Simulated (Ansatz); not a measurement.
LiF, space group P6_3mc, band-curvature effective masses by finite differences

Computed with the Ansatz DFT code, driven from Python.

At the Python prompt:
```pycon
>>> import ansatz as az
>>> import numpy as np
>>> from pymatgen.core import Lattice, Structure
>>> from pymatgen.io.ase import AseAtomsAdaptor
>>> pmg_structure = Structure(
...     Lattice([[3.06094, 0.0, 0.0], [-1.53047, 2.65085, 0.0], [0.0, 0.0, 4.80732]]),
...     ['Li', 'Li', 'F', 'F'],
...     [
...         [1 / 3, 2 / 3, 0.38115],
...         [2 / 3, 1 / 3, 0.88115],
...         [1 / 3, 2 / 3, 0.99384],
...         [2 / 3, 1 / 3, 0.49384],
...     ],
... )
>>> xtal = az.Crystal.from_ase(AseAtomsAdaptor.get_atoms(pmg_structure))
>>> xtal.resolved().tree()['lattice']
((3.06094, 0.0, 0.0), (-1.53047, 2.65085, 0.0), (0.0, 0.0, 4.80732))
>>> job = (
...     xtal.calculation()
...     .functional('PBEsol')
...     .basis(510)
...     .kpoints(density=2.8)
...     .occupations('fixed')
... )
>>> # step 1: where the edges lie on the mesh
>>> outcome = job.band_table().run(threads=1, pin='off')

>>> data = outcome.report
>>> data['kweights']
[0.00510204081632653, 0.01020408163265306, 0.00510204081632653, 0.030612244897959183, 0.061224489795918366, 0.030612244897959183, 0.030612244897959183, 0.061224489795918366, 0.030612244897959183, 0.030612244897959183, 0.061224489795918366, 0.030612244897959183, 0.030612244897959183, 0.061224489795918366, 0.030612244897959183, 0.061224489795918366, 0.12244897959183673, 0.061224489795918366, 0.030612244897959183, 0.061224489795918366, 0.030612244897959183, 0.030612244897959183, 0.061224489795918366, 0.030612244897959183]
>>> type(outcome).__name__, type(data).__name__
('RunOutcome', 'dict')
>>> sorted(key for key in data if key.endswith('_ev'))
['band_edges_ev', 'eigenvalues_ev', 'energy_sigma0_ev', 'entropy_ts_ev', 'fermi_energy_ev', 'free_energy_ev', 'gap_by_band_count_ev', 'harris_foulkes_ev', 'internal_energy_ev', 'lagrangian_ev', 'lagrangian_sigma0_ev', 'loop_fermi_energy_ev', 'occupations_fermi_energy_ev', 'residual_norms_ev']
>>> levels = np.array(data['eigenvalues_ev'])
>>> filled = round(data['n_electrons'] / 2)
>>> edges = {'top filled band': (filled - 1, levels[:, filled - 1].argmax()), 'lowest empty band': (filled, levels[:, filled].argmin())}
>>> gap = levels[:, filled].min() - levels[:, filled - 1].max()
>>> print(f'gap on the mesh {gap:.3f} eV')
gap on the mesh 7.748 eV
>>> if gap <= 0.05:
...     print('no gap: band-edge masses have no meaning here')
...     edges = {}
...
>>> reciprocal = 2 * np.pi * np.linalg.inv(outcome.lattice.cell_ang).T
>>> step = 0.04  # 1/A
>>> # second differences give the curvature tensor; masses are hbar^2/m_e = 7.61996 eV A^2 over its eigenvalues
>>> pairs = [(0, 1), (0, 2), (1, 2)]
>>> moves = [sign * axis for axis in np.eye(3) for sign in (-1, 1)]
>>> moves += [s1 * np.eye(3)[i] + s2 * np.eye(3)[j] for i, j in pairs for s1 in (1, -1) for s2 in (1, -1)]
>>> for name, (band, index) in edges.items():
...     together = int(np.sum(np.abs(levels[index] - levels[index, band]) < 2e-3))
...     print(name, 'at k =', np.round(data['kpoints_frac'][index], 4), f'E = {levels[index, band]:.4f} eV, degeneracy {together}')
...     centre = np.array(data['kpoints_frac'][index]) @ reciprocal
...     points = [centre] + [centre + step * move for move in moves]
...     table = job.band_structure(points, intervals=1, cartesian=True).run(threads=1, pin='off').band_structure().channels[0].eigenvalues_ev
...     if together > 1:
...         level = np.flatnonzero(np.abs(levels[index] - levels[index, band]) < 2e-3)
...         along = (table[1, level] + table[2, level] - 2 * table[0, level]) / step ** 2
...         print('  degenerate level, no single mass tensor; masses of its branches along x:', np.round(7.61996 / along, 3), 'm_e')
...         continue
...     e = table[:, band]
...     hessian = np.diag((e[1:7:2] + e[2:7:2] - 2 * e[0]) / step ** 2)
...     for (i, j), (pp, pm, mp, mm) in zip(pairs, e[7:].reshape(3, 4)):
...         hessian[i, j] = hessian[j, i] = (pp - pm - mp + mm) / (4 * step ** 2)
...     curvatures, axes = np.linalg.eigh(hessian)
...     slope = (e[2:7:2] - e[1:7:2]) / (2 * step)
...     print('  slope (eV A):', np.round(slope, 3) + 0.0, '' if np.abs(slope).max() < 0.05 else '- no extremum here, so these are local curvatures and no band-edge masses')
...     for curvature, axis in zip(curvatures, axes.T):
...         print(f'  principal mass {7.61996 / curvature:8.3f} m_e along', np.round(axis, 2) + 0.0)
...
top filled band at k = [0. 0. 0.] E = -0.7805 eV, degeneracy 1
  slope (eV A): [0. 0. 0.]
  principal mass   -1.026 m_e along [0. 0. 1.]
  principal mass   -7.289 m_e along [1. 0. 0.]
  principal mass   -7.291 m_e along [0. 1. 0.]
lowest empty band at k = [0. 0. 0.] E = 6.9672 eV, degeneracy 1
  slope (eV A): [0. 0. 0.]
  principal mass    0.850 m_e along [1. 0. 0.]
  principal mass    0.849 m_e along [0. 1. 0.]
  principal mass    0.821 m_e along [0. 0. 1.]
```

Notes:
- Along an axis with an odd division the mesh misses the point at one half; a gap read on a finite mesh is an upper bound on this functional's gap.
- Semilocal gaps usually lie well under measured ones.
- Under fixed occupations the level called the Fermi level is the highest filled one on the SCF mesh; off the mesh a filled band can lie a little above it.
- This cell is a computed structure, which may not be the phase found in nature.
- Levels are Kohn-Sham eigenvalues on this mesh.
- The masses are finite-difference curvatures at extrema found on a coarse mesh, which needn't be the true band edges; a step that is long against the gap makes them too heavy. Negative values are curvatures of valence bands (the hole mass is their size). Spin-orbit coupling is left out, and light masses scale with the Kohn-Sham gap.
- Wall time of the script: 5.3 s on 1 thread of Arm Neoverse V2, on a shared host, peak memory 0.42 GiB.

(Lines on the test bed's own set-up are left out of the output.)
